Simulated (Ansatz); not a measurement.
The system is CoO.

```
Co O
1.0
     1.50547    0.86918    2.43993
    -1.50547    0.86918    2.43993
     0.00000   -1.73837    2.43993
Co O
1 1
Cartesian
  0.0000 0.0000 0.0000
  0.0000 0.0000 3.6599
```

The cell is a database's computed one.

Base run:

| Item | Value |
| --- | --- |
| Program | Ansatz 0.2.0 |
| Functional | PBE |
| Potentials or basis | Ansatz PAW |
| Cutoff | 420 eV (not typed: the program's choice for these potentials) |
| k mesh | 11 × 11 × 11 |
| Occupations | fermi-dirac, width 0.05 eV |
| Spin | no spin polarisation |

Its results: band gap on the k mesh none (metal or under the smearing width); pressure -18.1 GPa.

Q: The run is repeated on the same cell with these changes: spin from no spin polarisation to collinear spin, random start. What comes out?

A: Band gap on the k mesh none (metal or under the smearing width); pressure 0.0 GPa; net moment 2.90 μB per cell; site moments Co +2.47; O +0.31 μB.

Caveats: semilocal functionals often make such compounds metallic where correlation or magnetic order opens a gap, which also shifts bond lengths; an odd number of electrons without spin polarisation forces a metal (some runs); a magnetic or distorted state may lie lower (some runs); a cell with one magnetic atom can't hold antiferromagnetic order, which such compounds often take (some runs).
